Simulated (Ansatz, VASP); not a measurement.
# ZnCu2SiTe4: VASP beside Ansatz, part 2 of 2

Wanted: the spread between two codes on one cell, functional and k mesh. The two relaxations start from unlike cells of this crystal (the structure described is Ansatz's start), so only their ends are compared.

VASP 6.6.1 and Ansatz 0.2.0.

So far: The structure; VASP: relaxation of cell and atoms, PBEsol.

### 3. Ansatz: relaxation of cell and atoms, PBEsol

Level of this step: Ansatz beside VASP: Kohn-Sham DFT, plane waves, PBEsol (Ansatz).

Ansatz runs on its default PAW (the set named soft_2) files.

Its own start cell and the same functional, mesh and smearing now go to Ansatz, which takes its cutoff from its data sets.

File input.yaml:

```yaml
crystal:
  lattice:
    - [-2.98854391, 2.98854391, 5.94641642]
    - [2.98854391, -2.98854391, 5.94641642]
    - [2.98854391, 2.98854391, -5.94641642]
  atoms:
    - { symbol: Zn, position: [0.0, 0.0, 0.0] }
    - { symbol: Si, position: [0.5, 0.5, 0.0] }
    - { symbol: Cu, position: [0.75, 0.25, 0.5] }
    - { symbol: Cu, position: [0.25, 0.75, 0.5] }
    - { symbol: Te, position: [0.38767479, 0.87147452, 0.0] }
    - { symbol: Te, position: [0.87147452, 0.38767479, 0.0] }
    - { symbol: Te, position: [0.61232521, 0.61232521, 0.48379973] }
    - { symbol: Te, position: [0.12852548, 0.12852548, 0.51620027] }
kpoints:
  mp_grid: { grid: [8, 8, 8] }
hamiltonian:
  xc: pbesol
scf:
  occupations: { method: gaussian, width: 0.01 }
output:
  forces: true
  stress: true
  eigenvalues: true
relax:
  adjacent_minimum: "off"
  f_tol: 0.005
  max_steps: 60
  cell: { stress_tol: 0.03 }
```

Started as:

```bash
$ ansatz run input.yaml --threads 4 --pin off --max-ram 16384MiB --backend cpu --events-out ev --progress --plain --runs-dir out
```

Numbers of over 12 decimals in the logs are rounded to 6 here.

What it wrote:

```text
Engine: ansatz 0.2.0, aarch64-unknown-linux-gnu
Pseudopotentials: kind: paw
Pseudopotential: Zn, paw, valence charge 12, recommended cutoff 420 eV (normal), Zn.paw.azcp
Pseudopotential: Si, paw, valence charge 4, recommended cutoff 420 eV (normal), Si.paw.azcp
Pseudopotential: Cu, paw, valence charge 19, recommended cutoff 420 eV (normal), Cu.paw.azcp
Pseudopotential: Te, paw, valence charge 16, recommended cutoff 420 eV (normal), Te.paw.azcp
Functional definition: PBEsol
  exchange = pbesol_x
  correlation = pbesol_c
Crystal: 8 atoms, lattice volume = 212.439 Å³
Basis set: ecut = 420 eV, 4151 PW (Γ), exchange–correlation on 100×100×100 points (8 copies of the dense FFT grid, shifted against one another)
Bands: 71, of which v1, the nominal top of the filled ones, is band 59 counted from 1 (58 counted from 0)
Symmetry: 8 space group operations
Space group: I-42m (ITA 121), of the structure as read, at distance tolerance 6.0e-5 Å
k-points: 59 of 512 (time reversal used)
Non-local potential: Zn, projectors of the file, l = 0: 2, l = 1: 2, l = 2: 3, l = 3: 1
Non-local potential: Si, projectors of the file, l = 0: 2, l = 1: 2, l = 2: 2
Non-local potential: Cu, projectors of the file, l = 0: 3, l = 1: 2, l = 2: 3, l = 3: 1
Non-local potential: Te, projectors of the file, l = 0: 2, l = 1: 2, l = 2: 2, l = 3: 2
PAW form: soft (Blöchl's): semilocal exchange-correlation on the pseudo side does not see the compensation charge
PAW frozen core: Zn, regenerated for the run's functional, and the local potential with it (the file was generated under x = pbe(κ = 0.804, μ = 0.219515), c = pbe(β = 0.066725))
PAW frozen core: Si, regenerated for the run's functional, and the local potential with it (the file was generated under x = pbe(κ = 0.804, μ = 0.219515), c = pbe(β = 0.066725))
PAW frozen core: Cu, regenerated for the run's functional, and the local potential with it (the file was generated under x = pbe(κ = 0.804, μ = 0.219515), c = pbe(β = 0.066725))
PAW frozen core: Te, regenerated for the run's functional, and the local potential with it (the file was generated under x = pbe(κ = 0.804, μ = 0.219515), c = pbe(β = 0.066725))
PAW one-centre angular grid: Zn, 590 points (default); XC on 64 Gauss nodes
PAW one-centre angular grid: Si, 110 points (default); XC on 64 Gauss nodes
PAW one-centre angular grid: Cu, 590 points (default); XC on 64 Gauss nodes
PAW one-centre angular grid: Te, 590 points (default); XC on 64 Gauss nodes
Initial density: superposition of atomic densities (neutral atoms: chi_scale 0, normalization atom), corrected by the library's trained network
Initial wavefunctions: pseudopotential atomic-orbital guess
Functional: x = pbesol(κ = 0.804, μ = 0.123457), c = pbesol(β = 0.046)
SCF iter   1: F=—  HF=-44687.063359 eV  |F-HF|=—  |Δ(HF+E_count)|=         —  Δρ=6.35e-3  dr2=5.24e-2  ethr=1.77e-3  ⟨swp⟩=6.7  Hψ=16721  notcnv=0  defer=58
preconditioner: auto → Resta (q_TF=auto, 2.474 Å⁻¹)  ε∞=6.6  [insulator: Δε(μ)=0.189 eV  Ē_g=8.485 eV  σ=0.010 eV  W_gap=1.00  n_scr=60 (ndim 8)  ℏωp=20.1 eV  f_vac=0.089  D(μ)=0.00/eV (n_scr^D=0)  ε∞_Penn≈6.6]
SCF iter   2: F=—  HF=-44687.064337 eV  |F-HF|=—  |Δ(HF+E_count)|=   9.78e-4  Δρ=5.96e-3  dr2=5.49e-2  ethr=4.44e-5  ⟨swp⟩=2.7  Hψ=8721  notcnv=0  defer=383
SCF iter   3: F=—  HF=-44687.052534 eV  |F-HF|=—  |Δ(HF+E_count)|=   1.18e-2  Δρ=1.55e-3  dr2=3.94e-3  ethr=4.44e-5  ⟨swp⟩=2.9  Hψ=7272  notcnv=0  defer=383
SCF iter   4: F=—  HF=-44687.052129 eV  |F-HF|=—  |Δ(HF+E_count)|=   4.05e-4  Δρ=4.47e-4  dr2=4.99e-4  ethr=3.34e-6  ⟨swp⟩=2.0  Hψ=5700  notcnv=0  defer=383
SCF iter   5: F=—  HF=-44687.052115 eV  |F-HF|=—  |Δ(HF+E_count)|=   1.32e-5  Δρ=2.07e-4  dr2=1.19e-4  ethr=4.23e-7  ⟨swp⟩=2.0  Hψ=5465  notcnv=0  defer=383
SCF iter   6: F=—  HF=-44687.052150 eV  |F-HF|=—  |Δ(HF+E_count)|=   3.45e-5  Δρ=9.21e-5  dr2=1.85e-5  ethr=1.01e-7  ⟨swp⟩=2.0  Hψ=6633  notcnv=0  defer=383
SCF iter   7: F=—  HF=-44687.052135 eV  |F-HF|=—  |Δ(HF+E_count)|=   1.52e-5  Δρ=2.16e-5  dr2=1.35e-6  ethr=1.57e-8  ⟨swp⟩=2.0  Hψ=5634  notcnv=0  defer=383
SCF iter   8: F=—  HF=-44687.052136 eV  |F-HF|=—  |Δ(HF+E_count)|=   9.74e-7  Δρ=1.63e-5  dr2=5.26e-7  ethr=1.14e-9  ⟨swp⟩=2.0  Hψ=5548  notcnv=0  defer=383
SCF iter   9: F=-44687.052136 eV  HF=-44687.052136 eV  |F-HF|=1.66e-8  |Δ(HF+E_count)|=   1.84e-7  Δρ=2.92e-6  dr2=1.41e-8  ethr=8.47e-11  ⟨swp⟩=9.6  Hψ=21050  notcnv=0
SCF 1 converged in 9 iterations: F = -44687.052136 eV  dr2 = 1.41e-8
  greatest PAW one-centre occupation: 1.000 electrons in one spin orbital (limit 2), on the Cu atom at site 3 (counted from 0), in its partial waves of l = 0
[...]
SCF iter   2: F=—  HF=-44687.076738 eV  |F-HF|=—  |Δ(HF+E_count)|=   3.14e-5  Δρ=6.94e-4  dr2=6.18e-4  ethr=6.51e-7  ⟨swp⟩=2.0  Hψ=8376  notcnv=0
[...]
SCF iter   6: F=-44687.076553 eV  HF=-44687.076553 eV  |F-HF|=8.70e-8  |Δ(HF+E_count)|=   1.31e-6  Δρ=6.33e-6  dr2=1.44e-7  ethr=1.73e-10  ⟨swp⟩=3.7  Hψ=16028  notcnv=0
SCF 3 converged in 6 iterations: F = -44687.076553 eV  dr2 = 1.44e-7
relax step   3: F+E_penalty+E_count = -44687.07655281 eV  Δ(F+E_penalty+E_count) = -6.744e-4 eV  max|allowed force component| = 5.432e-4 eV/Å  Δτ_max = 0.0027 Å  P = -0.017 GPa  Ω = 207.821 Å³  energy of the carried Pulay correction = +1.153e-3 eV  (6 SCF iters, dr2 threshold 2.05e-7 eV, accepted)
Initial wavefunctions: pseudopotential atomic-orbital guess (no wavefunctions were taken with the density)
iter 1 solved again at ethr=1.91e-7 eV; its pass at ethr=3.10e-3 eV (dr2=2.26e-4 eV) is discarded
SCF iter   1: F=—  HF=-44687.075423 eV  |F-HF|=—  |Δ(HF+E_count)|=         —  Δρ=3.06e-5  dr2=4.45e-7  ethr=1.91e-7  ⟨swp⟩=4.7  Hψ=30015  notcnv=0  defer=1
preconditioner: auto → Resta (q_TF=auto, 2.483 Å⁻¹)  ε∞=6.5  [insulator: Δε(μ)=0.201 eV  Ē_g=8.624 eV  σ=0.010 eV  W_gap=1.00  n_scr=60 (ndim 8)  ℏωp=20.3 eV  f_vac=0.074  D(μ)=0.00/eV (n_scr^D=0)  ε∞_Penn≈6.5]
SCF iter   2: F=—  HF=-44687.075397 eV  |F-HF|=—  |Δ(HF+E_count)|=   2.51e-5  Δρ=2.84e-5  dr2=1.04e-6  ethr=3.77e-10  ⟨swp⟩=2.5  Hψ=8056  notcnv=0
SCF iter   3: F=—  HF=-44687.075398 eV  |F-HF|=—  |Δ(HF+E_count)|=   4.76e-8  Δρ=2.16e-5  dr2=4.78e-7  ethr=3.77e-10  ⟨swp⟩=2.0  Hψ=7670  notcnv=0
SCF iter   4: F=—  HF=-44687.075397 eV  |F-HF|=—  |Δ(HF+E_count)|=   8.67e-8  Δρ=6.83e-6  dr2=8.12e-8  ethr=3.77e-10  ⟨swp⟩=2.0  Hψ=7670  notcnv=0
SCF iter   5: F=—  HF=-44687.075397 eV  |F-HF|=—  |Δ(HF+E_count)|=   1.75e-8  Δρ=2.71e-6  dr2=1.50e-8  ethr=6.88e-11  ⟨swp⟩=2.0  Hψ=5772  notcnv=0
SCF iter   6: F=—  HF=-44687.075397 eV  |F-HF|=—  |Δ(HF+E_count)|=   8.11e-9  Δρ=1.19e-6  dr2=3.22e-9  ethr=1.27e-11  ⟨swp⟩=2.0  Hψ=5690  notcnv=0
SCF iter   7: F=—  HF=-44687.075397 eV  |F-HF|=—  |Δ(HF+E_count)|=   1.66e-9  Δρ=5.93e-7  dr2=7.46e-10  ethr=2.73e-12  ⟨swp⟩=2.0  Hψ=6018  notcnv=0
SCF iter   8: F=-44687.075397 eV  HF=-44687.075397 eV  |F-HF|=1.46e-11  |Δ(HF+E_count)|=  2.33e-10  Δρ=8.90e-8  dr2=2.35e-11  ethr=1.00e-12  ⟨swp⟩=5.7  Hψ=21724  notcnv=0
SCF 4 converged in 8 iterations: F = -44687.075397 eV  dr2 = 2.35e-11
relax step   4: F+E_penalty+E_count = -44687.07539744 eV  Δ(F+E_penalty+E_count) = +1.155e-3 eV  max|allowed force component| = 5.741e-4 eV/Å  Δτ_max = 0.0000 Å  P = -0.016 GPa  Ω = 207.821 Å³  stress off target by 2.65e-2 GPa  SCF on the basis re-selected at this cell (its energy is not comparable with the rows above)  (8 SCF iters)
basis re-selected at this cell: Δ(F+E_penalty+E_count) = +1.155e-3 eV, ΔP = +0.001 GPa vs the last step (what re-selecting the basis moved, of the pressure what is left beyond the Pulay correction that the steps carried, after the strain that the cell walked since its last selection, with what the two solves' SCF thresholds leave and, on support functions, any second-order correction that the steps lacked; it is no m [...]
SCF converged after 8 iterations
Free energy (F): -44687.075397 eV
Harris-Foulkes:  -44687.075397 eV  (|F-HF|=1.46e-11)
Internal energy: -44687.075397 eV  (E = F + TS)
E sigma→0 (E₀):  -44687.075397 eV
Fermi energy:    8.841935 eV
--- Per-component energies (eV) ---
  E_band       = -2042.618756
  E_kinetic    = 1497.682575
  E_local      = -19497.313253  (includes V_loc(G=0)·N_el)
  E_nonlocal   = 205.650816
  E_hartree    = 9668.969886
  E_xc         = -860.409795
  E_vxc        = -745.053121  (∫ρ·V_xc dr)
  E_paw        = -23893.976200  (= ΣΔE_a)
  E_vpaw       = -2841.525400  (= ΣTr[D̂ρ^β])
  E_aug_tail   = -0.000556  (compensation charges beyond the density's cutoff)
  E_ewald      = -11810.419452
  E_core_change = 2.740581  (= ΣΔE_core)
  E_smearing   = -0.000000  (= −TS)
  E_closure    = 0.000000  (closes the sum)
  Σ components = -44687.075397   (vs F -44687.075397, Δ=0.00e0)
--- Forces (eV/Å), atoms counted from 1 ---
  atom   1  Zn    -0.00000000    -0.00000000     0.00000000
  atom   2  Si    -0.00000000    -0.00000000     0.00000000
  atom   3  Cu     0.00000000     0.00000000     0.00000000
  atom   4  Cu     0.00000000     0.00000000    -0.00000000
  atom   5  Te    -0.00057406     0.00057406     0.00009807
  atom   6  Te     0.00057406    -0.00057406     0.00009807
  atom   7  Te    -0.00057406    -0.00057406    -0.00009807
  atom   8  Te     0.00057406     0.00057406    -0.00009807
  max |Σ_I F_I| component: 3.77e-17 eV/Å
--- Stress (GPa, compression-positive) ---
       -0.010518       0.000000      -0.000000
        0.000000      -0.010518       0.000000
       -0.000000       0.000000      -0.026482
  P = ⅓ Tr σ = -0.0158 GPa (-0.158 kbar)
--- Band table (eV; the first three rows and the last of 59) ---
  k-point 0: bands = [... 55 lower, 6.5015, 8.6669, 8.7417, 8.7417, 8.9983, 9.8363, 10.9749, 11.3464, ... 8 higher]
  k-point 1: bands = [... 55 lower, 6.8065, 7.8593, 8.3292, 8.6910, 9.5225, 10.3465, 11.1542, 11.3242, ... 8 higher]
  k-point 2: bands = [... 55 lower, 7.0176, 7.4364, 7.5865, 8.5299, 9.6975, 10.7388, 11.2294, 11.4563, ... 8 higher]
  k-point 58: bands = [... 55 lower, 6.7859, 7.0164, 7.6757, 7.6757, 9.5271, 10.0926, 10.1606, 10.1606, ... 8 higher]
--- Relaxed structure (3 steps of the walk, 3 accepted, 1 SCFs on fresh bases) ---
  F+E_penalty+E_count = -44687.07539744 eV   max|allowed force component| = 5.741e-4 eV/Å   (the final SCF, on the basis selected at the relaxed cell)
  cell:  # Å, volume = 207.8206 Å³
    - [-2.969902, 2.969902, 5.890395]
    - [2.969902, -2.969902, 5.890395]
    - [2.969902, 2.969902, -5.890395]
  atoms:
    - { symbol: Zn, position: [0, 0, 0] }
    - { symbol: Si, position: [0.5, 0.5, 0] }
    - { symbol: Cu, position: [0.750000, 0.250000, 0.500000] }
    - { symbol: Cu, position: [0.250000, 0.750000, 0.500000] }
    - { symbol: Te, position: [0.387741, 0.873877, 0.0] }
    - { symbol: Te, position: [0.873877, 0.387741, 0.0] }
    - { symbol: Te, position: [0.612259, 0.612259, 0.486136] }
    - { symbol: Te, position: [0.126123, 0.126123, 0.513864] }
```

Reading the cycles: dr2 is the Hartree energy of the density residual (eV), the measure of convergence; HF is the Harris–Foulkes estimate of the energy, which meets the free energy F at convergence.

### 4. Side by side

Known differences besides the potentials themselves: the data sets hold 118 valence electrons in Ansatz (on its default PAW (the set named soft_2) files) and 62 in VASP; the cutoff is 420 eV in Ansatz and 600 eV in VASP; Ansatz makes its cores anew for this functional, VASP keeps those of its PBE data sets; Ansatz adds a Pulay correction to the stress that steers its cell, VASP none. Total energies have different zeros and are not compared.

Compared:

| quantity | Ansatz | VASP | difference |
| --- | --- | --- | --- |
| volume (Å³) | 207.82 | 208.51 | -0.33 % |
| edge a after relaxation, in the typed setting (Å) | 7.234 | 7.242 | -0.11 % |

### 5. Results

- difference in volume (relaxation of cell and atoms, PBEsol): -0.33 %

What this shows: The difference in volume is -0.33 % (relaxation of cell and atoms, PBEsol), within the 1.2 % picked in this series as the mark of a large difference, as far as the stopping tolerances let one tell. The data sets hold unlike numbers of valence electrons (118 in Ansatz and 62 in VASP), so part of the differences comes from the potentials. Such differences can come from data sets, numerical settings and the points named under the comparisons, not from the functional's error against experiment.

[Lines on the potential files, build, host, timing and source positions are cut from VASP's logs without a mark.]

[Logs are printed without paths, hosts, clocks, repeated set-up lines and the standing remarks that a program may print on its own settings, such as how far it seeks lower states.]

[Hosts, paths, dates, database ids (printed as entryN), source tags and the programs' standing remarks are cut or masked in the printed files.]
